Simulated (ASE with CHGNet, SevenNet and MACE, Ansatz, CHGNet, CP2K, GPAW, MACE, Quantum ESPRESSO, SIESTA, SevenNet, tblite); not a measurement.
## Machine-learned potentials on ScB2(011) slab (81 atoms): settings against a plane-wave reference

Wanted: machine-learned potentials inputs and outputs for ScB2(011) slab (81 atoms), checked against a plane-wave reference.

Method: the method is named at each step, in ASE with CHGNet, SevenNet and MACE.

### Step 1. The structure

The cell holds 81 atoms: 27 Sc and 54 B. Cell: a = 9.450 Å, b = 14.171 Å, c = 19.031 Å, α = 90.0°, β = 90.0°, γ = 70.5°. It derives from ScB2 (P6/mmm (measured, COD)). P6/mmm (COD entry) ScB2 (cell 3.15, 3.15, 3.52, 90, 90, 120), (011) slab of 3 repeat layers, 3 x 3 surface cells, 14 Å of vacuum; atoms within 1.94 Å of the bottom held; every coordinate displaced by a Gaussian of 0.09 Å. Then every atom was moved at random, 0.05 Å r.m.s. a Cartesian component. Vacuum lies along c.

The yardstick, on the same geometry:

```
method                 : Kohn-Sham DFT, PBE, SSSP efficiency 1.3.0 pseudopotentials, plane waves (Quantum ESPRESSO 7.5); sssp-pbe-1.3.0-efficiency, cutoffs 60/480 Ry, Γ point
r.m.s. force component : 1.457 eV/Å
longest force          : 4.955 eV/Å
time                   : 6.4 min on 4 MPI ranks of Arm Neoverse V2, shared host
CPU time               : 26 min
```

### Step 2. CHGNet r2SCAN potential

Method: machine-learned interatomic potential CHGNet r2SCAN, trained on r2SCAN plane-wave data.

run.py reads:

```python
import numpy as np
from ase.io import read
import mlip  # loads the published weights by name

atoms = read("structure.xyz")
atoms.calc = mlip.calc("chgnet-r2scan")
energy = atoms.get_potential_energy()
forces = atoms.get_forces()
print(f"energy {energy:.6f} eV")
print("forces (eV/A)")
for i, (a, f) in enumerate(zip(atoms, forces)):
    print(f"{i:4d} {a.symbol:2s} {f[0]:10.5f} {f[1]:10.5f} {f[2]:10.5f}")
```

structure.xyz reads:

```xyz
81
Lattice="9.45000 0.00000 0.00000 4.72500 13.36003 0.00000 0.00000 0.00000 19.03125" Properties=species:S:1:pos:R:3 pbc="T T T"
Sc 10.83740 4.48109 7.31352
B 9.44660 2.26453 7.73811
B 1.41263 1.81736 7.01701
Sc 1.50203 1.70327 9.52438
B 1.47434 4.05624 10.00549
B 9.24125 3.50060 9.22254
Sc 9.16900 3.20414 11.67358
B 1.26975 1.39733 11.88977
B 9.47533 0.69312 11.42617
Sc 4.47552 4.27174 7.26213
B 2.93352 2.61416 7.62582
B 4.67217 1.90167 6.99360
Sc 4.41655 1.64702 9.65950
B 4.45048 3.95831 9.76779
B 3.05207 3.60908 9.14356
Sc 2.97840 3.39786 11.67929
B 4.58183 1.39452 12.17048
B 3.02976 0.62178 11.26802
Sc 12.57082 8.97380 7.50402
B 10.99782 6.77888 7.73354
B 2.96154 6.47801 6.94165
Sc 3.05471 6.14241 9.44407
B 12.38645 8.45677 9.88997
B 10.88470 8.02911 9.14927
Sc 10.95723 7.55977 11.60297
B 2.97840 5.79785 12.06258
B 10.75481 5.14668 11.24633
Sc 7.79899 4.39919 7.38964
B 5.98615 2.39826 7.81290
B 7.77097 1.78877 7.03281
Sc 7.81420 1.59198 9.67796
B 7.64292 3.96272 9.88883
B 6.16282 3.42097 9.31637
Sc 6.34421 3.19238 11.59479
B 7.77366 1.26252 12.11529
B 6.03883 0.56139 11.55654
Sc 6.22911 8.88215 7.24158
B 4.69159 6.80466 7.67055
B 6.22717 6.25757 7.02424
Sc 6.17491 5.95483 9.57158
B 6.22849 8.57260 9.65798
B 4.81643 7.96057 9.02253
Sc 4.67203 7.74441 11.71716
B 6.02924 5.67734 11.99406
B 4.51691 5.29191 11.27811
Sc 14.05806 13.34627 7.26575
B 12.47712 11.17967 7.70100
B 4.57526 10.84474 6.84497
Sc 4.80632 10.30072 9.47909
B 13.95581 13.11167 9.88921
B 12.49186 12.55335 9.14870
Sc 12.52753 12.26143 11.71411
B 4.50652 10.37754 11.99996
B 12.23071 9.58141 11.16145
Sc 9.26908 8.94254 7.45397
B 7.67042 6.84047 7.71603
[... 21 atom lines left out ...]
B 9.37005 12.49537 9.03356
Sc 9.32276 12.19089 11.52989
B 10.79625 10.17527 12.20569
B 9.55163 9.66745 11.34681
```

Run with:

```console
$ OMP_NUM_THREADS=1 python run.py > output.txt
```

The program printed:

```text
CHGNet vr2scan initialized with 412,525 parameters
CHGNet will run on cpu
energy -735.445068 eV
forces (eV/A)
   0 Sc   -0.27120   -1.05361   -0.21686
   1 B    -2.74074    1.32198   -0.38372
   2 B     1.31171    1.32300    0.84316
   3 Sc   -0.29380   -0.89802   -0.09674
   4 B    -0.84659    0.06550   -2.07366
   5 B     0.89749    0.40284   -0.44964
   6 Sc    1.47798    0.92460    1.42132
   7 B     4.76540   -0.18551    0.37839
   8 B    -4.58865   -0.20334   -0.81256
   9 Sc    1.02483    0.92153   -0.63344
  10 B     0.66304   -2.29083   -0.96186
  11 B    -2.51920    0.21040    0.97811
  12 Sc    1.60888   -0.96723   -1.07784
  13 B     3.04132    1.67667    1.47197
  14 B    -2.73128   -0.32307   -0.88225
  15 Sc    0.23841   -0.78030    1.45863
  16 B    -0.58068   -1.65631   -1.74610
  17 B    -1.04518    1.94288    1.44943
  18 Sc   -0.66740   -1.78444   -1.89790
  19 B    -2.12334    1.61657   -0.92540
  20 B     1.74801   -0.40313    1.23704
  21 Sc    0.10919   -0.96034    0.33420
  22 B     1.19558    0.65007   -0.23441
  23 B     0.23647   -0.96608   -0.46982
[...]
73 B     1.69385    0.38059   -0.40175
  74 B     0.94757    0.36263    0.72385
  75 Sc    0.40031    1.34236    1.15389
  76 B    -2.76873   -0.25205    1.46024
  77 B     0.08260    0.07478    0.86554
  78 Sc   -0.07138   -0.39263    1.27439
  79 B     2.42648   -0.02616   -1.37371
  80 B    -3.73935   -1.06485   -0.36530
```

Elapsed: 5.9 s, on 1 thread of Arm Neoverse V2, shared host; peak memory 1.3 GiB.

Banners, paths, timers and routine set-up lines are dropped from the logs unmarked, and long logs keep their key lines alone; longer cuts are marked.

Compared with the plane-wave run:

```yaml
r_m_s_force_component: 1.327 eV/Å
r_m_s_difference_of_force_components: 450.6 meV/Å
longest_difference_of_force_vectors: 1511 meV/Å
force_difference_over_r_m_s_force: 30.91 %
slope_of_forces_against_the_reference_s: 0.8667
correlation_of_force_components: 0.9519
```

Length of the force difference by element (eV/Å):

```csv
element,atoms,mean,most
B,54,0.71,1.3
Sc,27,0.69,1.5
```

The surroundings of B21, picked at random, nearest first, numbered as they follow in the input and with coordinates relative to it.

```csv
atom,x,y,z,distance (Å),bonds,Fx,Fy,Fz (eV/Å)
B21,0.00,0.00,0.00,0.00,6,1.75,-0.40,1.24
B20,-1.41,0.30,0.79,1.65,8,-2.12,1.62,-0.93
B38,1.73,0.33,0.73,1.91,8,-0.98,0.14,-1.37
Sc22,0.09,-0.34,2.50,2.53,12,0.11,-0.96,0.33
Sc19,0.16,2.50,0.56,2.56,9,-0.67,-1.78,-1.90
Sc1,-1.57,-2.00,0.37,2.57,9,-0.27,-1.05,-0.22
Sc10,1.51,-2.21,0.32,2.69,9,1.02,0.92,-0.63
B24,-1.53,1.55,2.21,3.10,9,0.24,-0.97,-0.47
B57,-3.10,-0.06,0.10,3.11,6,0.06,0.44,1.23
B42,1.85,1.48,2.08,3.16,8,-2.05,-0.75,0.32
B39,3.27,-0.22,0.08,3.27,6,-0.61,0.54,1.13
```

Atoms are counted from 1 here, from 0 in the log.

Forces lie 31 % from the reference's, at 0.0025 times its CPU time (on 1 against 4 cores).

### Step 3. SevenNet l3i5 potential

Method: machine-learned interatomic potential SevenNet l3i5, trained on PBE(+U) plane-wave data.

run.py, as its differences from that of step 2:

```diff
@@ -5,3 +5,3 @@
 atoms = read("structure.xyz")
-atoms.calc = mlip.calc("chgnet-r2scan")
+atoms.calc = mlip.calc("7net-l3i5")
 energy = atoms.get_potential_energy()
```

structure.xyz is that of step 2.

The program printed:

```text
energy -547.809082 eV
forces (eV/A)
   0 Sc   -0.17093   -1.15358   -0.03221
   1 B    -2.52616    1.28827   -0.34192
   2 B     1.34240    1.31334    1.84590
   3 Sc   -0.45864   -0.86334   -0.37358
   4 B    -1.07495    0.24273   -1.59306
   5 B     1.01939    0.33241   -0.83426
   6 Sc    1.97002    0.77978    1.06063
   7 B     4.78803    0.43467    0.24264
   8 B    -5.12087   -0.40697   -0.97638
   9 Sc    1.33079    1.20823   -0.39559
  10 B    -0.25783   -2.14924   -0.83861
  11 B    -1.85697   -0.27554    1.68414
  12 Sc    2.14374   -1.23081   -1.54079
  13 B     3.11923    2.34522    2.02145
  14 B    -2.99197   -0.56828   -0.99123
  15 Sc    0.21600   -1.00250    1.40382
  16 B    -0.06364   -1.67681   -2.94612
  17 B    -0.84734    1.62621    1.51157
  18 Sc   -0.76127   -2.70107   -1.84275
  19 B    -2.27336    1.42099   -0.63244
  20 B     1.72569   -0.32940    1.73611
  21 Sc    0.14104   -1.12043    0.69470
  22 B     1.16860    0.96397    0.41110
  23 B     0.29446   -0.94488   -0.82343
[...]
73 B     2.24525    0.16714   -0.23116
  74 B     1.46412    0.20493    1.02431
  75 Sc    0.19734    1.45437    1.40611
  76 B    -2.92162   -0.67209    1.38261
  77 B    -0.44597   -0.01719    0.81095
  78 Sc   -0.30406   -0.66927    1.37192
  79 B     2.33314   -0.34567   -2.89322
  80 B    -3.40399   -0.66164   -0.34272
```

Wall time 11 s (1 thread); peak memory 1.4 GiB.

Compared with the plane-wave run:

```yaml
r_m_s_force_component: 1.467 eV/Å
r_m_s_difference_of_force_components: 319.3 meV/Å
longest_difference_of_force_vectors: 1278 meV/Å
force_difference_over_r_m_s_force: 21.91 %
slope_of_forces_against_the_reference_s: 0.9827
correlation_of_force_components: 0.9762
```

Against the first run (31 %), the force difference from the reference is 22 %, at 2.3 times the CPU time.

### Step 4. MACE MP-0b2 small potential

Method: machine-learned interatomic potential MACE MP-0b2 small, trained on PBE(+U) plane-wave data.

run.py, as its differences from that of step 3:

```diff
@@ -5,3 +5,3 @@
 atoms = read("structure.xyz")
-atoms.calc = mlip.calc("7net-l3i5")
+atoms.calc = mlip.calc("mace-mp-0b2-small")
 energy = atoms.get_potential_energy()
```

structure.xyz is that of step 3.

The program printed:

```text
energy -550.828821 eV
forces (eV/A)
   0 Sc   -0.16970   -1.44037   -0.11968
   1 B    -2.68515    1.84093    0.08279
   2 B     1.33778    1.39603    1.35576
   3 Sc   -0.43428   -1.08542   -0.45887
   4 B    -1.15690    0.07443   -2.17669
   5 B     1.28290    0.06458   -0.82034
   6 Sc    1.78704    1.00699    1.08149
   7 B     5.29587    0.33644    0.69065
   8 B    -5.19298   -0.45877   -1.34041
   9 Sc    1.13970    1.62191   -0.18930
  10 B     0.18709   -2.42316   -0.39899
  11 B    -1.99359   -0.56145    1.04085
  12 Sc    1.78679   -1.25038   -1.29008
  13 B     3.60634    2.59997    2.24630
  14 B    -3.26412   -0.64053   -1.20211
  15 Sc    0.19650   -1.11124    1.23261
  16 B    -0.46205   -1.69981   -2.47710
  17 B    -0.92693    1.70899    1.35137
  18 Sc   -0.74971   -2.65066   -1.66114
  19 B    -2.29275    1.81858   -0.15900
  20 B     1.69321   -0.65320    1.41177
  21 Sc    0.28391   -1.16643    0.07702
  22 B     1.02034    0.89186   -0.22630
  23 B     0.39530   -1.17902   -0.60981
[...]
73 B     2.01676    0.52783    0.03648
  74 B     1.50322   -0.22819    0.71901
  75 Sc    0.32741    1.45853    0.75446
  76 B    -3.12735   -0.64854    1.41131
  77 B    -0.33840   -0.01546    0.95318
  78 Sc   -0.37792   -0.69025    1.07965
  79 B     2.10114   -0.17501   -1.64729
  80 B    -3.61273   -0.94959   -0.36888
```

Run time: 5.4 s. Hardware: 1 thread; peak memory 0.67 GiB.

Compared with the plane-wave run:

```yaml
r_m_s_force_component: 1.476 eV/Å
r_m_s_difference_of_force_components: 397.8 meV/Å
longest_difference_of_force_vectors: 1443 meV/Å
force_difference_over_r_m_s_force: 27.29 %
slope_of_forces_against_the_reference_s: 0.9759
correlation_of_force_components: 0.9633
```

Against the first run (31 %), the force difference from the reference is 27 %, at 1.4 times the CPU time.

### Step 5. The ladder

Differences are against the plane-wave reference, forces as r.m.s. over components; share is that over the reference's r.m.s. force, slope the least-squares factor from reference forces to these. Total energies of different programs have different zeros and aren't compared.

```csv
run,"Δ force, r.m.s. (meV/Å)",share (%),slope,cores,CPU time,memory (GiB)
reference,-,-,-,4,26 min,6.5
CHGNet r2SCAN potential,451,30.9,0.867,1,3.9 s,1.3
SevenNet l3i5 potential,319,21.9,0.983,1,8.8 s,1.4
MACE MP-0b2 small potential,398,27.3,0.976,1,5.4 s,0.67
```

Times of the machine-learned potentials are mostly Python's start and the loading of weights.

CPU time is summed over cores on a shared host, where runs went side by side, so it is rough. Symmetry, cutoffs, thresholds, outputs and thread counts weren't matched or tuned between programs; memory under MPI is the largest rank's times the ranks.

### Step 6. What came out

- nearest in forces: SevenNet l3i5 potential, 22 %
- its CPU time: 8.8 s

What this shows: Machine-learned potentials differ by 22 % (SevenNet l3i5 potential) to 31 % (CHGNet r2SCAN potential); they were trained on other programs' data, some at another functional. The electron count is odd in QE PBE, sssp-1.3.0-efficiency, 60/480 Ry, and they have no spin polarisation, so the unpaired electron is spread evenly over both spins. Machine-learned potentials mimic data converged in k, so the reference's own k-point error enters their differences. The published positions, changed by the recipe (random displacements or longer bonds to H), lie far from the minimum at this level of theory. The electronic-structure runs sample only Γ, in a cell whose shortest periodic width is 9 Å, which is coarse for a cell with partly filled levels.

[Also dropped from logs without a mark: logging warnings of Python, and SIESTA's first energy breakdown and zero terms.]

[Logs are printed without paths, hosts, clocks, repeated set-up lines and the standing remarks that a program may print on its own settings, such as how far it seeks lower states.]

[Hosts, paths, dates, database ids (printed as entryN), source tags and the programs' standing remarks are cut or masked in the printed files.]
